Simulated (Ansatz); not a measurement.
# TiPt3 (Pm-3m) in Ansatz: equation of state

How stiff is TiPt3 in PBE, and what volume does it want? The cell is scaled to several volumes.

Program: Ansatz 0.2.0. These are calculated values, not measurements. Logs are shortened: lines on timing, memory, paths and dates and some standing lists are left out, and cuts for length are marked.

### Step 1. The structure

The structure is cubic, space group Pm-3m (No. 221). Conventional cell: a = 3.897 Å, b = 3.897 Å, c = 3.897 Å, α = 90.00°, β = 90.00°, γ = 90.00°. Around Pt (site symmetry 4/mmm) lie 8 Pt at 2.76 Å and 4 Ti at 2.76 Å. Ti (site symmetry m-3m) has 12 Pt at 2.76 Å as nearest neighbours.

### Step 2. Single point, PBE, 13.91 Å³/atom (volume scaled by 0.94)

Contents of input.yaml:

```yaml
crystal:
  lattice:
    - [3.8174470657, 0.0, 0.0]
    - [0.0, 3.8174470657, 0.0]
    - [0.0, 0.0, 3.8174470657]
  atoms:
    - { symbol: Pt, position: [0.5, 0.5, 0.0] }
    - { symbol: Pt, position: [0.5, 0.0, 0.5] }
    - { symbol: Pt, position: [0.0, 0.5, 0.5] }
    - { symbol: Ti, position: [0.0, 0.0, 0.0] }
hamiltonian:
  xc: pbe
  pseudopotentials: { kind: paw }
kpoints:
  mp_grid: { grid: [7, 7, 7] }
scf:
  occupations: { method: fermi_dirac, width: 0.05 }
output:
  forces: true
  stress: true
  eigenvalues: true
```

Potentials or basis: Ansatz PAW.

Command:

```bash
$ ansatz run input.yaml --threads 2 --pin off --max-ram 5120MiB --backend cpu --events-out ev --progress --plain --runs-dir out
```

The program printed:

```text
Warning: RAYON_NUM_THREADS=2 ignored (pool sized by the plan → 2); use --threads N
Engine: ansatz 0.2.0, x86_64-unknown-linux-gnu
Pseudopotentials: kind: paw
Pseudopotential: Pt, paw, valence charge 18, recommended cutoff 420 eV (normal), Pt.paw.azcp
Pseudopotential: Ti, paw, valence charge 12, recommended cutoff 420 eV (normal), Ti.paw.azcp
Functional definition: PBE
  parameter kappa = 0.804
  parameter beta = 0.06672455060314922
  exchange = pbe_x(kappa = kappa, mu = beta*pi^2/3)
  correlation = pbe_c(beta = beta)
Crystal: 4 atoms, lattice volume = 55.631 Å³
Basis set: ecut = 420 eV, 1045 PW (Γ), exchange–correlation on 54×54×54 points (8 copies of the dense FFT grid, shifted against one another)
Bands: 40, of which v1, the nominal top of the filled ones, is band 33 counted from 1 (32 counted from 0)
Symmetry: 48 space group operations
Space group: Pm-3m (ITA 221), of the structure as read, at distance tolerance 3.8e-5 Å
k-points: 20 of 343
Non-local potential: Pt, projectors of the file, l = 0: 3, l = 1: 2, l = 2: 2, l = 3: 1
Non-local potential: Ti, projectors of the file, l = 0: 3, l = 1: 2, l = 2: 3, l = 3: 1
PAW form: soft (Blöchl's): semilocal exchange-correlation on the pseudo side does not see the compensation charge
PAW one-centre angular grid: Pt, 590 points (default); XC on 64 Gauss nodes
PAW one-centre angular grid: Ti, 590 points (default); XC on 64 Gauss nodes
Initial density: superposition of atomic densities (neutral atoms: chi_scale 0, normalization atom), corrected by the library's trained network
Initial wavefunctions: pseudopotential atomic-orbital guess
Functional: x = pbe(κ = 0.804, μ = 0.2195149727645171), c = pbe(β = 0.06672455060314922)
SCF iter   1: F=—  HF=-40071.652355 eV  |F-HF|=—  |Δ(HF+E_count)|=         —  Δρ=1.72e-2  dr2=2.60e-1  ethr=1.77e-3  ⟨swp⟩=5.7  Hψ=2640  notcnv=0
preconditioner: auto → Resta (q_TF=auto, 2.807 Å⁻¹)  ε∞=20.0  [insulator: Δε(μ)=0.146 eV  Ē_g=6.667 eV  σ=0.050 eV  W_gap=0.56  n_scr=18 (ndim 8)  ℏωp=29.0 eV  f_vac=0.000  D(μ)=1.11/eV (n_scr^D=6)  ε∞_Penn≈20.0]
SCF iter   2: F=—  HF=-40071.637648 eV  |F-HF|=—  |Δ(HF+E_count)|=   1.47e-2  Δρ=8.88e-3  dr2=7.53e-2  ethr=3.95e-4  ⟨swp⟩=2.0  Hψ=1074  notcnv=0  defer=5
preconditioner: auto → Kerker (q_TF=auto, 2.807 Å⁻¹)  [metal: Δε(μ)=0.146 eV  Ē_g=6.618 eV  σ=0.050 eV  W_gap=0.47  n_scr=18 (ndim 8)  ℏωp=29.0 eV  f_vac=0.000  D(μ)=1.38/eV (n_scr^D=6)]
SCF iter   3: F=—  HF=-40071.631264 eV  |F-HF|=—  |Δ(HF+E_count)|=   6.38e-3  Δρ=9.32e-4  dr2=3.33e-4  ethr=1.14e-4  ⟨swp⟩=2.0  Hψ=916  notcnv=0  defer=5
SCF iter   4: F=—  HF=-40071.631276 eV  |F-HF|=—  |Δ(HF+E_count)|=   1.20e-5  Δρ=2.06e-4  dr2=3.84e-5  ethr=5.05e-7  ⟨swp⟩=2.1  Hψ=1188  notcnv=0  defer=5
SCF iter   5: F=—  HF=-40071.631215 eV  |F-HF|=—  |Δ(HF+E_count)|=   6.08e-5  Δρ=4.38e-5  dr2=9.46e-7  ethr=5.81e-8  ⟨swp⟩=1.1  Hψ=800  notcnv=0  defer=5
SCF iter   6: F=-40071.631215 eV  HF=-40071.631215 eV  |F-HF|=6.10e-8  |Δ(HF+E_count)|=   4.01e-8  Δρ=9.39e-6  dr2=8.63e-8  ethr=1.52e-10  ⟨swp⟩=5.5  Hψ=3005  notcnv=0
SCF 1 converged in 6 iterations: F = -40071.631215 eV  dr2 = 8.63e-8
SCF converged after 6 iterations
Free energy (F): -40071.631215 eV
Harris-Foulkes:  -40071.631215 eV  (|F-HF|=6.10e-8)
Internal energy: -40071.618185 eV  (E = F + TS)
E sigma→0 (E₀):  -40071.624700 eV
Entropy (-TS):   -0.013030 eV (-3.258 meV/atom)
Fermi energy:    24.474403 eV
--- Per-component energies (eV) ---
  E_band       = -424.747993
  E_kinetic    = 2201.638379
  E_local      = -4936.932978  (includes V_loc(G=0)·N_el)
  E_nonlocal   = 602.706467
  E_hartree    = 1893.375854
  E_xc         = -891.293136
  E_vxc        = -1041.926162  (∫ρ·V_xc dr)
  E_paw        = -29409.502750  (= ΣΔE_a)
  E_vpaw       = -1036.981055  (= ΣTr[D̂ρ^β])
  E_aug_tail   = 0.000642  (compensation charges beyond the density's cutoff)
  E_ewald      = -9531.610663
  E_smearing   = -0.013030  (= −TS)
  E_closure    = 0.000000  (closes the sum)
  Σ components = -40071.631215   (vs F -40071.631215, Δ=0.00e0)
--- Forces (eV/Å), atoms counted from 1 ---
  atom   1  Pt     0.00000000     0.00000000     0.00000000
  atom   2  Pt     0.00000000    -0.00000000    -0.00000000
  atom   3  Pt     0.00000000     0.00000000     0.00000000
  atom   4  Ti     0.00000000    -0.00000000     0.00000000
  max |Σ_I F_I| component: 1.32e-28 eV/Å
--- Stress (GPa, compression-positive) ---
       30.549394       0.000000       0.000000
        0.000000      30.549394       0.000000
        0.000000       0.000000      30.549394
  P = ⅓ Tr σ = 30.5494 GPa (305.494 kbar)
--- Band table (eV; the first three rows and the last of 20) ---
  k-point 0: bands = ["-74.8984", "-74.8488", "-74.8488", "-33.6146", "-29.3463", "-29.3463", "-29.3463", "-29.0952", "-29.0952", "-29.0952", "-28.9124", "-28.9124", "-28.9124", "-9.8698", "-9.8698", "-9.8698", "13.5730", "16.2913", "16.7195", "16.7195", "17.0177", "17.0177", "17.0177", "20.4661", "20.4661", "20.4661", "22.6004", "22.6004", "23.9143", "24.5327", "24.5327", "24.5327", "25.9905", "25.9905", "26.0111", "26.0111", "26.0111", "26.6916", "26.6916", "26.6916"]
  k-point 1: bands = ["-74.8962", "-74.8509", "-74.8488", "-33.6155", "-29.3343", "-29.3343", "-29.3256", "-29.0987", "-29.0987", "-29.0962", "-28.9340", "-28.9212", "-28.9212", "-9.8781", "-9.8715", "-9.8715", "13.8612", "16.4786", "16.8323", "16.9623", "17.1237", "17.2042", "17.2042", "20.2844", "20.5565", "20.5565", "22.3389", "22.6371", "23.3723", "23.3723", "23.6322", "24.5336", "24.6612", "25.6793", "25.6793", "25.8483", "25.9485", "26.6841", "27.9835", "27.9835"]
  k-point 2: bands = ["-74.8903", "-74.8568", "-74.8488", "-33.6174", "-29.3031", "-29.3031", "-29.2676", "-29.1103", "-29.1103", "-29.0984", "-28.9939", "-28.9415", "-28.9415", "-9.8967", "-9.8753", "-9.8753", "14.6630", "16.9493", "17.0979", "17.4121", "17.6275", "17.7513", "17.7513", "19.8312", "20.6777", "20.6777", "21.6443", "21.8837", "21.8837", "22.5331", "22.5762", "22.9740", "24.5355", "24.9221", "24.9221", "25.4327", "25.5467", "26.6690", "30.0005", "30.0005"]
  k-point 19: bands = ["-74.8668", "-74.8644", "-74.8644", "-33.6124", "-29.4480", "-29.3087", "-29.3086", "-29.3086", "-28.9598", "-28.9598", "-28.9547", "-28.9240", "-28.9240", "-9.8885", "-9.8854", "-9.8854", "16.3134", "16.5016", "16.5016", "16.9484", "19.4274", "19.4274", "19.6515", "20.1305", "20.4800", "20.4800", "21.0877", "21.0877", "22.3707", "22.5487", "22.5487", "23.3117", "23.9972", "24.7101", "24.7101", "25.7230", "25.7230", "26.3377", "26.3791", "26.3791"]
```

Wall time 0.9 s (2 threads of AMD EPYC 7B13 (Zen 3), shared host); peak memory 0.41 GiB.

What came out:

| Property | Result |
| --- | --- |
| Free energy | -40071.6312 eV |
| Pressure | 30.5 GPa |
| Band gap on the k mesh | none (metal or under the smearing width) |

### Step 3. Single point, PBE, 14.20 Å³/atom (volume scaled by 0.96)

input.yaml, as its differences from that of step 2:

```diff
@@ -2,5 +2,5 @@
   lattice:
-    - [3.8174470657, 0.0, 0.0]
-    - [0.0, 3.8174470657, 0.0]
-    - [0.0, 0.0, 3.8174470657]
+    - [3.8443313815, 0.0, 0.0]
+    - [0.0, 3.8443313815, 0.0]
+    - [0.0, 0.0, 3.8443313815]
   atoms:
```

Potentials or basis: Ansatz PAW.

Command:

```bash
$ ansatz run input.yaml --threads 2 --pin off --max-ram 5120MiB --backend cpu --events-out ev --progress --plain --runs-dir out
```

Wall time 0.98 s (2 threads of AMD EPYC 7B13 (Zen 3), shared host); peak memory 0.41 GiB.

The run converged. Its results:

```
Free energy            : -40071.8283 eV
Pressure               : 22.9 GPa
Band gap on the k mesh : none (metal or under the smearing width)
```

### Step 4. Single point, PBE, 14.50 Å³/atom (volume scaled by 0.98)

input.yaml, as its differences from that of step 3:

```diff
@@ -2,5 +2,5 @@
   lattice:
-    - [3.8443313815, 0.0, 0.0]
-    - [0.0, 3.8443313815, 0.0]
-    - [0.0, 0.0, 3.8443313815]
+    - [3.8708448495, 0.0, 0.0]
+    - [0.0, 3.8708448495, 0.0]
+    - [0.0, 0.0, 3.8708448495]
   atoms:
```

Command:

```bash
$ ansatz run input.yaml --threads 2 --pin off --max-ram 5120MiB --backend cpu --events-out ev --progress --plain --runs-dir out
```

Wall time 0.94 s (2 threads of AMD EPYC 7B13 (Zen 3), shared host); peak memory 0.41 GiB.

Results (log left out):

```
Free energy            : -40071.9721 eV
Pressure               : 16.2 GPa
Band gap on the k mesh : none (metal or under the smearing width)
```

### Step 5. Single point, PBE, 14.80 Å³/atom

input.yaml, as its differences from that of step 4:

```diff
@@ -2,5 +2,5 @@
   lattice:
-    - [3.8708448495, 0.0, 0.0]
-    - [0.0, 3.8708448495, 0.0]
-    - [0.0, 0.0, 3.8708448495]
+    - [3.897, 0.0, 0.0]
+    - [0.0, 3.897, 0.0]
+    - [0.0, 0.0, 3.897]
   atoms:
@@ -21 +21,5 @@
   eigenvalues: true
+  write_density: true
+  write_potential: true
+  elf: true
+  volumetric_format: npy
```

Potentials or basis: Ansatz PAW.

Command:

```bash
$ ansatz run input.yaml --threads 2 --pin off --max-ram 5120MiB --backend cpu --events-out ev --progress --plain --runs-dir out
```

The program printed:

```text
Warning: RAYON_NUM_THREADS=2 ignored (pool sized by the plan → 2); use --threads N
[... 1 set-up line as earlier in the session ...]
[... 63 lines left out ...]
        0.000000       0.000000      10.111739
  P = ⅓ Tr σ = 10.1117 GPa (101.117 kbar)
--- Band table (eV; the first three rows and the last of 20) ---
  k-point 0: bands = ["-76.4678", "-76.4313", "-76.4313", "-35.5265", "-30.8556", "-30.8556", "-30.8556", "-30.6618", "-30.6618", "-30.6618", "-30.5079", "-30.5079", "-30.5079", "-11.7556", "-11.7556", "-11.7556", "12.3680", "15.1515", "15.5276", "15.5276", "15.8280", "15.8280", "15.8280", "18.9655", "18.9655", "18.9655", "20.9034", "20.9034", "22.0762", "22.6452", "22.6452", "22.6452", "24.0165", "24.0165", "24.1882", "24.1882", "24.1882", "24.6522", "24.6522", "24.6522"]
  k-point 1: bands = ["-76.4662", "-76.4329", "-76.4312", "-35.5269", "-30.8460", "-30.8460", "-30.8392", "-30.6645", "-30.6645", "-30.6625", "-30.5250", "-30.5149", "-30.5149", "-11.7615", "-11.7567", "-11.7567", "12.6389", "15.3219", "15.6245", "15.7531", "15.9266", "15.9959", "15.9959", "18.8025", "19.0455", "19.0455", "20.6704", "20.9364", "21.6238", "21.6238", "21.8272", "22.6459", "22.8612", "23.7553", "23.7553", "23.8911", "24.0075", "24.6454", "25.9537", "25.9537"]
  k-point 2: bands = ["-76.4619", "-76.4372", "-76.4312", "-35.5279", "-30.8212", "-30.8212", "-30.7937", "-30.6734", "-30.6734", "-30.6641", "-30.5724", "-30.5313", "-30.5313", "-11.7747", "-11.7591", "-11.7591", "13.3975", "15.7266", "15.8609", "16.1948", "16.3704", "16.4888", "16.4888", "18.3936", "19.1483", "19.1483", "20.0432", "20.2701", "20.2701", "20.8529", "20.8826", "21.2424", "22.6476", "23.0632", "23.0632", "23.5429", "23.6215", "24.6316", "27.8676", "27.8676"]
  k-point 19: bands = ["-76.4446", "-76.4428", "-76.4428", "-35.5248", "-30.9284", "-30.8303", "-30.8300", "-30.8300", "-30.5529", "-30.5529", "-30.5495", "-30.5132", "-30.5132", "-11.7695", "-11.7675", "-11.7675", "15.1068", "15.2878", "15.2878", "15.6739", "18.0309", "18.0309", "18.2342", "18.6758", "18.9921", "18.9921", "19.5260", "19.5260", "20.7714", "20.8752", "20.8752", "21.6154", "22.1608", "22.8611", "22.8611", "23.7655", "23.7655", "24.3839", "24.3942", "24.3942"]
```

rho_z.tsv:

```text
# z_ang	rho[e/angstrom^3]
# format = ansatz-planar-average/11
# lattice	3.897000000	0.000000000	0.000000000
# lattice	0.000000000	3.897000000	0.000000000
# lattice	0.000000000	0.000000000	3.897000000
# sites	4
# site	78	1.948500000	1.948500000	0.000000000
# site	78	1.948500000	0.000000000	1.948500000
# site	78	0.000000000	1.948500000	1.948500000
# site	22	0.000000000	0.000000000	0.000000000
0.000000	1.779036e0
0.144333	1.686383e0
0.288667	1.430734e0
0.433000	1.081907e0
0.577333	7.470143e-1
0.721667	5.163774e-1
[... 19 lines left out ...]
3.608333	1.430734e0
3.752667	1.686383e0
```

v_z.tsv:

```text
# z_ang	v_es[eV]	v_tot[eV]
# format = ansatz-planar-average/11
# xc	pbe
# density_cutoff_ev	1680
# datasets	Pt=:simpson_from_first_knot:soft	Ti=:simpson_from_first_knot:soft
# lattice	3.897000000	0.000000000	0.000000000
# lattice	0.000000000	3.897000000	0.000000000
# lattice	0.000000000	0.000000000	3.897000000
# sites	4
# site	78	1.948500000	1.948500000	0.000000000
# site	78	1.948500000	0.000000000	1.948500000
# site	78	0.000000000	1.948500000	1.948500000
# site	22	0.000000000	0.000000000	0.000000000
0.000000	5.120608e0	-9.336354e0
0.144333	5.687711e0	-8.637391e0
0.288667	7.335463e0	-6.596858e0
0.433000	9.872256e0	-3.446420e0
0.577333	1.295743e1	3.719355e-1
0.721667	1.598753e1	4.079009e0
[... 19 lines left out ...]
3.608333	7.335463e0	-6.596858e0
3.752667	5.687711e0	-8.637391e0
```

It took 1.3 s on 2 threads of AMD EPYC 7B13 (Zen 3), shared host; peak memory 0.42 GiB.

Results:

```
Free energy            : -40072.0687 eV
Pressure               : 10.1 GPa
Band gap on the k mesh : none (metal or under the smearing width)
```

### Step 6. Single point, PBE, 15.09 Å³/atom (volume scaled by 1.02)

input.yaml, as its differences from that of step 5:

```diff
@@ -2,5 +2,5 @@
   lattice:
-    - [3.897, 0.0, 0.0]
-    - [0.0, 3.897, 0.0]
-    - [0.0, 0.0, 3.897]
+    - [3.9228086992, 0.0, 0.0]
+    - [0.0, 3.9228086992, 0.0]
+    - [0.0, 0.0, 3.9228086992]
   atoms:
@@ -21,5 +21 @@
   eigenvalues: true
-  write_density: true
-  write_potential: true
-  elf: true
-  volumetric_format: npy
```

Potentials or basis: Ansatz PAW.

Command:

```bash
$ ansatz run input.yaml --threads 2 --pin off --max-ram 5120MiB --backend cpu --events-out ev --progress --plain --runs-dir out
```

Run time: 0.92 s. Hardware: 2 threads of AMD EPYC 7B13 (Zen 3), shared host; peak memory 0.42 GiB.

The run converged. Its results:

| Quantity | Value |
| --- | --- |
| Free energy | -40072.1232 eV |
| Pressure | 4.7 GPa |
| Band gap on the k mesh | none (metal or under the smearing width) |

### Step 7. Single point, PBE, 15.39 Å³/atom (volume scaled by 1.04)

input.yaml, as its differences from that of step 6:

```diff
@@ -2,5 +2,5 @@
   lattice:
-    - [3.9228086992, 0.0, 0.0]
-    - [0.0, 3.9228086992, 0.0]
-    - [0.0, 0.0, 3.9228086992]
+    - [3.9482821967, 0.0, 0.0]
+    - [0.0, 3.9482821967, 0.0]
+    - [0.0, 0.0, 3.9482821967]
   atoms:
```

Command:

```bash
$ ansatz run input.yaml --threads 2 --pin off --max-ram 5120MiB --backend cpu --events-out ev --progress --plain --runs-dir out
```

Run time: 0.97 s. Hardware: 2 threads of AMD EPYC 7B13 (Zen 3), shared host; peak memory 0.42 GiB.

Results (log left out):

- Free energy: -40072.1400 eV
- Pressure: -0.1 GPa
- Band gap on the k mesh: none (metal or under the smearing width)

### Step 8. Single point, PBE, 15.68 Å³/atom (volume scaled by 1.06)

input.yaml, as its differences from that of step 7:

```diff
@@ -2,5 +2,5 @@
   lattice:
-    - [3.9482821967, 0.0, 0.0]
-    - [0.0, 3.9482821967, 0.0]
-    - [0.0, 0.0, 3.9482821967]
+    - [3.973431169, 0.0, 0.0]
+    - [0.0, 3.973431169, 0.0]
+    - [0.0, 0.0, 3.973431169]
   atoms:
```

Command:

```bash
$ ansatz run input.yaml --threads 2 --pin off --max-ram 5120MiB --backend cpu --events-out ev --progress --plain --runs-dir out
```

Run time: 0.95 s. Hardware: 2 threads of AMD EPYC 7B13 (Zen 3), shared host; peak memory 0.43 GiB.

The run converged. Its results:

```yaml
Free_energy: -40072.1235 eV
Pressure: -4.3 GPa
Band_gap_on_the_k_mesh: none (metal or under the smearing width)
```

### Step 9. Equation of state, PBE

Potentials or basis: Ansatz PAW.

No new run: the results of the series are fitted here.

Results:

```
Equilibrium volume                      : 15.38 Å³/atom
Bulk modulus                            : 235 GPa
Pressure derivative of the bulk modulus : 5.0
```

Energy against volume, from the lowest point:
| volume (Å³/atom) | energy (meV/atom) |
| --- | --- |
| 13.908 | 127.21 |
| 14.204 | 77.94 |
| 14.500 | 41.97 |
| 14.796 | 17.83 |
| 15.091 | 4.22 |
| 15.387 | 0.00 |
| 15.683 | 4.13 |

Spin-orbit coupling is left out, which matters for the levels of Pt. Zero-point motion and thermal expansion aren't in these numbers.
